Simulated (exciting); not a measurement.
# CdSe (F-43m) in exciting: notebook, part 2 of 2

exciting (release sodium). The steps go on from the part before.

## 3. Density of states, PBE, collinear spin, ferromagnetic start (volume scaled by 1.04)

Input file input.xml:

```xml
<input>
  <title>CdSe</title>
  <structure speciespath="./" tshift="false">
    <crystal scale="8.3132029539">
      <basevect>0.000000000000 0.999999999997 0.000000000000</basevect>
      <basevect>-0.816496580920 0.499999999998 0.288675134603</basevect>
      <basevect>0.000000000000 0.499999999998 0.866025403787</basevect>
    </crystal>
    <species speciesfile="Cd.xml" rmt="2.3">
      <atom coord="0.000000000000 0.000000000000 0.000000000000" bfcmt="0 0 -8"/>
    </species>
    <species speciesfile="Se.xml" rmt="2">
      <atom coord="0.250000000000 0.250000000000 0.250000000000" bfcmt="0 0 0"/>
    </species>
  </structure>
  <groundstate do="fromscratch" ngridk="4 4 4" rgkmax="8" gmaxvr="14" lmaxapw="10" lmaxmat="10" lmaxvr="8" xctype="GGA_PBE" stype="Gaussian" swidth="0.00183747" nempty="20" ValenceRelativity="iora*" epsengy="1e-05" epspot="1e-05" maxscl="90" outputlevel="normal">
    <spin reducebf="0.5"/>
  </groundstate>
  <properties>
    <dos nwdos="400" winddos="-0.3 0.3" inttype="tetra" ngrdos="100" nsmdos="1" lmirep="true"/>
  </properties>
</input>
```

Potentials or basis: all-electron LAPW+lo, shipped species files, valence relativity iora*.

On the command line:

```sh
$ OMP_NUM_THREADS=1 exciting_smp
```

It took 1.7 min on 1 thread of Intel Xeon Platinum 8488C (Sapphire Rapids), shared host; peak memory 0.19 GiB.

The run converged. Its results:

| Quantity | Value |
| --- | --- |
| Band gap on the k mesh | 0.45 eV, direct |
| Net moment | 0.00 μB per cell |
| All electrons inside the program's atomic spheres | Cd 45.95; Se 31.23 (radii Cd 2.3, Se 2.0 bohr) |

Levels at points of the mesh, in eV from the valence-band top:
Spin up:
| k point | band 13 | band 14 | band 15 | band 16 | band 17 | band 18 | band 19 | band 20 | band 21 | band 22 |
| --- | --- | --- | --- | --- | --- | --- | --- | --- | --- | --- |
| (0.00, 0.00, 0.00) | -7.47 | -7.47 | 0.00 | 0.00 | 0.00 | 0.45 | 5.91 | 5.91 | 5.91 | 9.51 |
| (0.50, 0.00, 0.00) | -7.45 | -7.22 | -4.01 | -0.66 | -0.66 | 2.29 | 6.42 | 6.42 | 7.21 | 9.84 |
| (0.50, 0.50, 0.00) | -7.42 | -7.16 | -3.79 | -1.63 | -1.63 | 3.26 | 3.67 | 8.80 | 9.81 | 9.81 |
Spin down:
```
           k point  band 14  band 15  band 16  band 17  band 18  band 19  band 20  band 21
(0.00, 0.00, 0.00)    -7.47     0.00     0.00     0.00     0.45     5.91     5.91     5.91
(0.50, 0.00, 0.00)    -7.22    -4.01    -0.66    -0.66     2.29     6.42     6.42     7.21
(0.50, 0.50, 0.00)    -7.16    -3.79    -1.63    -1.63     3.26     3.67     8.80     9.81
```

States per cell in windows of 0.5 eV (zero at the valence-band top; states under -7 eV left out):
| from (eV) | up | down | Se2 p down | Se2 p | Cd1 p | Cd1 p down | Cd1 s | Cd1 s down |
| --- | --- | --- | --- | --- | --- | --- | --- | --- |
| -7.0 | 0.00 | 0.00 | 0.00 | 0.00 | 0.00 | 0.00 | 0.00 | 0.00 |
| -6.5 | 0.00 | 0.00 | 0.00 | 0.00 | 0.00 | 0.00 | 0.00 | 0.00 |
| -6.0 | 0.00 | 0.00 | 0.00 | 0.00 | 0.00 | 0.00 | 0.00 | 0.00 |
| -5.5 | 0.00 | 0.00 | 0.00 | 0.00 | 0.00 | 0.00 | 0.00 | 0.00 |
| -5.0 | 0.00 | 0.00 | 0.00 | 0.00 | 0.00 | 0.00 | 0.00 | 0.00 |
| -4.5 | 0.00 | 0.00 | 0.00 | 0.00 | 0.00 | 0.00 | 0.00 | 0.00 |
| -4.0 | 0.55 | 0.55 | 0.12 | 0.12 | 0.00 | 0.00 | 0.09 | 0.09 |
| -3.5 | 0.20 | 0.20 | 0.04 | 0.04 | 0.00 | 0.00 | 0.03 | 0.03 |
| -3.0 | 0.12 | 0.12 | 0.03 | 0.03 | 0.00 | 0.00 | 0.02 | 0.02 |
| -2.5 | 0.07 | 0.07 | 0.02 | 0.02 | 0.00 | 0.00 | 0.01 | 0.01 |
| -2.0 | 0.72 | 0.72 | 0.23 | 0.23 | 0.04 | 0.04 | 0.01 | 0.01 |
| -1.5 | 0.58 | 0.58 | 0.21 | 0.21 | 0.03 | 0.03 | 0.00 | 0.00 |
| -1.0 | 0.54 | 0.54 | 0.21 | 0.21 | 0.02 | 0.02 | 0.00 | 0.00 |
| -0.5 | 0.18 | 0.18 | 0.08 | 0.08 | 0.01 | 0.01 | 0.00 | 0.00 |
| 0.0 | 0.00 | 0.00 | 0.00 | 0.00 | 0.00 | 0.00 | 0.00 | 0.00 |
| 0.5 | 0.00 | 0.00 | 0.00 | 0.00 | 0.00 | 0.00 | 0.00 | 0.00 |
| 1.0 | 0.01 | 0.01 | 0.00 | 0.00 | 0.00 | 0.00 | 0.00 | 0.00 |
| 1.5 | 0.03 | 0.03 | 0.00 | 0.00 | 0.00 | 0.00 | 0.01 | 0.01 |
| 2.0 | 0.07 | 0.07 | 0.01 | 0.01 | 0.00 | 0.00 | 0.01 | 0.01 |
| 2.5 | 0.17 | 0.17 | 0.02 | 0.02 | 0.01 | 0.01 | 0.03 | 0.03 |
| 3.0 | 0.29 | 0.29 | 0.04 | 0.04 | 0.01 | 0.01 | 0.05 | 0.05 |
| 3.5 | 0.32 | 0.32 | 0.04 | 0.04 | 0.01 | 0.01 | 0.05 | 0.05 |
| 4.0 | 0.19 | 0.19 | 0.03 | 0.03 | 0.01 | 0.01 | 0.03 | 0.03 |
| 4.5 | 0.19 | 0.19 | 0.02 | 0.02 | 0.01 | 0.01 | 0.02 | 0.02 |
| 5.0 | 0.40 | 0.40 | 0.05 | 0.05 | 0.02 | 0.02 | 0.02 | 0.02 |
| 5.5 | 0.29 | 0.29 | 0.03 | 0.03 | 0.02 | 0.02 | 0.01 | 0.01 |
| 6.0 | 0.36 | 0.36 | 0.02 | 0.02 | 0.05 | 0.05 | 0.00 | 0.00 |
| 6.5 | 0.63 | 0.63 | 0.04 | 0.04 | 0.08 | 0.08 | 0.01 | 0.01 |
| 7.0 | 0.52 | 0.52 | 0.05 | 0.05 | 0.07 | 0.07 | 0.00 | 0.00 |
| 7.5 | 0.37 | 0.37 | 0.03 | 0.03 | 0.04 | 0.04 | 0.00 | 0.00 |

Caveat: the k mesh is coarse (spacing up to 0.44 Å⁻¹), so the values aren't converged; the tetrahedron DOS on this energy grid can lose part of the weight of narrow d or f bands.

## 4. Density of states, LDA, collinear spin, ferromagnetic start

Input file input.xml:

```xml
<input>
  <title>CdSe</title>
  <structure speciespath="./" tshift="false">
    <crystal scale="1.88972612463">
      <basevect>0.000000000000 4.342019169200 0.000000000000</basevect>
      <basevect>-3.545243806000 2.171009584600 1.253432968100</basevect>
      <basevect>0.000000000000 2.171009584600 3.760298904300</basevect>
    </crystal>
    <species speciesfile="Cd.xml" rmt="2.3">
      <atom coord="0.000000000000 0.000000000000 0.000000000000" bfcmt="0 0 -8"/>
    </species>
    <species speciesfile="Se.xml" rmt="2">
      <atom coord="0.250000000000 0.250000000000 0.250000000000" bfcmt="0 0 0"/>
    </species>
  </structure>
  <groundstate do="fromscratch" ngridk="4 4 4" rgkmax="8" gmaxvr="14" lmaxapw="10" lmaxmat="10" lmaxvr="8" xctype="LDA_PW" stype="Gaussian" swidth="0.00367493" nempty="20" ValenceRelativity="iora*" epsengy="1e-07" epspot="1e-05" maxscl="90" outputlevel="normal" deband="0.005">
    <spin reducebf="0.5"/>
  </groundstate>
  <properties>
    <dos nwdos="300" winddos="-0.6 0.5" inttype="tetra" ngrdos="100" nsmdos="1" lmirep="true"/>
    <chargedensityplot>
      <plot3d>
        <box grid="22 22 22">
          <origin coord="0 0 0"/>
          <point coord="1 0 0"/>
          <point coord="0 1 0"/>
          <point coord="0 0 1"/>
        </box>
      </plot3d>
    </chargedensityplot>
    <elfplot>
      <plot3d>
        <box grid="22 22 22">
          <origin coord="0 0 0"/>
          <point coord="1 0 0"/>
          <point coord="0 1 0"/>
          <point coord="0 0 1"/>
        </box>
      </plot3d>
    </elfplot>
    <exccplot>
      <plot3d>
        <box grid="22 22 22">
          <origin coord="0 0 0"/>
          <point coord="1 0 0"/>
          <point coord="0 1 0"/>
          <point coord="0 0 1"/>
        </box>
      </plot3d>
    </exccplot>
  </properties>
</input>
```

On the command line:

```sh
$ OMP_NUM_THREADS=1 exciting_smp
```

It took 97 s on 1 thread of Intel Xeon 6975P-C (Granite Rapids), shared host; peak memory 0.19 GiB.

Results (log left out):

* Band gap on the k mesh: 0.25 eV, direct
* Net moment: 0.00 μB per cell
* All electrons inside the program's atomic spheres: Cd 45.97; Se 31.24 (radii Cd 2.3, Se 2.0 bohr)

Levels at points of the mesh, in eV from the valence-band top:
Spin up:
```
           k point  band 13  band 14  band 15  band 16  band 17  band 18  band 19  band 20  band 21  band 22
(0.00, 0.00, 0.00)    -7.53    -7.53     0.00     0.00     0.00     0.25     5.78     5.78     5.78     9.33
(0.50, 0.00, 0.00)    -7.51    -7.26    -4.33    -0.72    -0.72     2.12     6.31     6.31     7.08     9.65
(0.50, 0.50, 0.00)    -7.48    -7.21    -4.05    -1.79    -1.79     2.97     3.56     8.71     9.84     9.84
```
Spin down:
| k point | band 13 | band 14 | band 15 | band 16 | band 17 | band 18 | band 19 | band 20 | band 21 | band 22 |
| --- | --- | --- | --- | --- | --- | --- | --- | --- | --- | --- |
| (0.00, 0.00, 0.00) | -7.53 | -7.53 | 0.00 | 0.00 | 0.00 | 0.25 | 5.78 | 5.78 | 5.78 | 9.33 |
| (0.50, 0.00, 0.00) | -7.51 | -7.26 | -4.33 | -0.72 | -0.72 | 2.12 | 6.31 | 6.31 | 7.08 | 9.65 |
| (0.50, 0.50, 0.00) | -7.48 | -7.21 | -4.05 | -1.79 | -1.79 | 2.97 | 3.56 | 8.71 | 9.84 | 9.84 |

States per cell in windows of 1 eV (zero at the valence-band top; states under -8 eV left out):
| from (eV) | up | down | Cd1 d down | Cd1 d | Se2 p | Se2 p down | Cd1 p | Cd1 p down |
| --- | --- | --- | --- | --- | --- | --- | --- | --- |
| -8.0 | 4.42 | 4.42 | 3.96 | 3.96 | 0.04 | 0.04 | 0.00 | 0.00 |
| -7.0 | 0.00 | 0.00 | 0.00 | 0.00 | 0.00 | 0.00 | 0.00 | 0.00 |
| -6.0 | 0.00 | 0.00 | 0.00 | 0.00 | 0.00 | 0.00 | 0.00 | 0.00 |
| -5.0 | 0.10 | 0.10 | 0.00 | 0.00 | 0.02 | 0.02 | 0.00 | 0.00 |
| -4.0 | 0.63 | 0.63 | 0.02 | 0.02 | 0.13 | 0.13 | 0.01 | 0.01 |
| -3.0 | 0.40 | 0.40 | 0.02 | 0.02 | 0.11 | 0.11 | 0.02 | 0.02 |
| -2.0 | 1.13 | 1.13 | 0.05 | 0.05 | 0.39 | 0.39 | 0.06 | 0.06 |
| -1.0 | 0.63 | 0.63 | 0.04 | 0.04 | 0.26 | 0.26 | 0.02 | 0.02 |
| 0.0 | 0.01 | 0.01 | 0.00 | 0.00 | 0.00 | 0.00 | 0.00 | 0.00 |
| 1.0 | 0.04 | 0.04 | 0.00 | 0.00 | 0.00 | 0.00 | 0.00 | 0.00 |
| 2.0 | 0.26 | 0.26 | 0.00 | 0.00 | 0.03 | 0.03 | 0.01 | 0.01 |
| 3.0 | 0.61 | 0.61 | 0.01 | 0.01 | 0.08 | 0.08 | 0.03 | 0.03 |
| 4.0 | 0.43 | 0.43 | 0.01 | 0.01 | 0.06 | 0.06 | 0.02 | 0.02 |
| 5.0 | 0.64 | 0.64 | 0.01 | 0.01 | 0.09 | 0.09 | 0.04 | 0.04 |
| 6.0 | 1.06 | 1.06 | 0.02 | 0.02 | 0.08 | 0.08 | 0.14 | 0.14 |
| 7.0 | 0.81 | 0.81 | 0.02 | 0.02 | 0.08 | 0.08 | 0.10 | 0.10 |

Caveat: the k mesh is coarse (spacing up to 0.44 Å⁻¹), so the values aren't converged; the tetrahedron DOS on this energy grid can lose part of the weight of narrow d or f bands. As with any semilocal functional, this LDA gap is likely too small.

## 5. The runs side by side

```csv
level,spin,cell,k mesh,smearing,DOS window about the Fermi level (Ha),nempty,epsengy,maxscl,reducebf,other keys,mesh quality,gap on the mesh (eV),moment (μB)
Xalpha,off,as given,7 × 7 × 7,gaussian 0.05 eV,"[-0.8, 0.6] Ha",10,1e-05 Ha,60,-,-,not flagged,0.15,-
PBE,"collinear, ferromagnetic start",volume scaled by 1.04,4 × 4 × 4,gaussian 0.05 eV,"[-0.3, 0.3] Ha",20,1e-05 Ha,90,0.5,-,coarse,0.45,0.00
LDA,"collinear, ferromagnetic start",as given,4 × 4 × 4,gaussian 0.1 eV,"[-0.6, 0.5] Ha",20,1e-07 Ha,90,0.5,epsengy = 1e-07; deband = 0.005,coarse,0.25,0.00
```

Alike in all rows: task density of states; potentials or basis all-electron LAPW+lo, shipped species files, valence relativity iora*; rgkmax 8.

Caveats: some runs use coarse meshes; the tetrahedron DOS on this energy grid can lose part of the weight of narrow d or f bands.

Compare energies only between runs with the same functional and basis.
